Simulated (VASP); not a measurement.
Crystal: TiSi2.

```
Ti Si
1.0
     0.00000    4.11752    4.26290
     2.38951    0.00000    4.26290
     2.38951    4.11752    0.00000
Ti Si
2 4
Direct
  0.75000 0.75000 0.75000
  0.50000 0.50000 0.50000
  0.41257 0.08743 0.41257
  0.08743 0.41257 0.08743
  0.16257 0.83743 0.16257
  0.83743 0.16257 0.83743
```

The cell is a database's computed one.

| Item | Value |
| --- | --- |
| Program | VASP 6.6.1 |
| Task | relaxation of cell and atoms |
| Functional | vdW-DF |
| Potentials or basis | VASP PAW PBE potentials, release 64 (Ti_sv, Si) |
| Cutoff | 600 eV |
| k mesh | 7 × 7 × 7 |
| Occupations | fermi-dirac, width 0.05 eV |
| Spin | no spin polarisation |

At the start: pressure 7.7 GPa; volume 13.98 Å³/atom.

Problem. Where does the relaxation end?

Solution. Over 4 steps the energy falls by 18.1 meV/atom and the volume is 14.78 Å³/atom (+5.7 %); space group Fddd (No. 70, to 0.05 Å).

The path:
| step | energy change (eV) | largest force (eV/Å) | pressure (GPa) | volume (Å³) |
| --- | --- | --- | --- | --- |
| 1 | 0.0000 | 0.0127 | 7.66 | 83.88 |
| 2 | -0.0471 | 0.0246 | -4.73 | 92.26 |
| 3 | -0.1058 | 0.0113 | 0.02 | 88.52 |
| 4 | -0.1085 | 0.0021 | -0.01 | 88.69 |

Final structure:
```cif
data_structure
_symmetry_space_group_name_H-M 'P 1'
_symmetry_Int_Tables_number 1
_cell_length_a 6.0297
_cell_length_b 4.9656
_cell_length_c 4.8591
_cell_angle_alpha 75.711
_cell_angle_beta 52.943
_cell_angle_gamma 51.346
_cell_volume 88.69
loop_
_atom_site_label
_atom_site_type_symbol
_atom_site_fract_x
_atom_site_fract_y
_atom_site_fract_z
_atom_site_occupancy
Ti1 Ti 0.75000 0.75000 0.75000 1
Ti2 Ti 0.50000 0.50000 0.50000 1
Si1 Si 0.41255 0.08745 0.41255 1
Si2 Si 0.08745 0.41255 0.08745 1
Si3 Si 0.16255 0.83745 0.16255 1
Si4 Si 0.83745 0.16255 0.83745 1
```

Caveat: the PAW data sets were made with another functional, which shifts forces and pressure a little.
